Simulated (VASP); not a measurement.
System: NaI (rock salt type, first atom moved by 0.06 Å along [111]), 2 atoms in the cell.

These are results of HSE06, plane waves, standard recommended PAW potentials (VASP 6.6.1), not measurements.

Cutoff 234 eV; orbitals from an earlier step on the same cell; potentials Na_pv I; PREC = Normal; HFSCREEN = 0.208; HFRCUT = 0; PRECFOCK = Fast; k-mesh 4×4×4 Γ-centred; Fermi–Dirac smearing of 0.05 eV; no spin polarisation; no spin–orbit coupling.

```xyz
2
Lattice="0.0000 3.2650 3.2650 3.2650 0.0000 3.2650 3.2650 3.2650 0.0000" Properties=species:S:1:pos:R:3 pbc="T T T"
Na    0.0346    0.0346    0.0346
I     3.2650    3.2650    3.2650
```

Question: Would the cell expand or shrink if it were free to relax?

Answer: The pressure is -3.10 GPa as printed; at this cutoff it doesn't settle whether the cell would expand or shrink.

Question: Which atom feels the largest force? Give all forces.

Answer: Na1 and I2, 0.043 eV/Å each.

```
atom  Fx (eV/Å)  Fy (eV/Å)  Fz (eV/Å)
 Na1     -0.025     -0.025     -0.025
  I2      0.025      0.025      0.025
```

Question: Metal or insulator on this mesh?

Answer: Gapped, with 4.58 eV between the highest filled and lowest empty level on the mesh.

VASP prints the stress at a fixed plane-wave basis, so it holds the Pulay stress of this cutoff.

A gap read on the mesh is an upper bound of this method's gap, since the mesh can miss a band edge. Spin–orbit coupling is left out; with heavy elements it can shift the gap and split levels by tenths of an eV. At or near VASP's default cutoff a basis error can pull the printed pressure down, by about 1 GPa or less for soft potentials and by 10 GPa or more for hard ones such as O, N and F, so even its sign can be wrong. Potentials made with PBE were used with another functional.
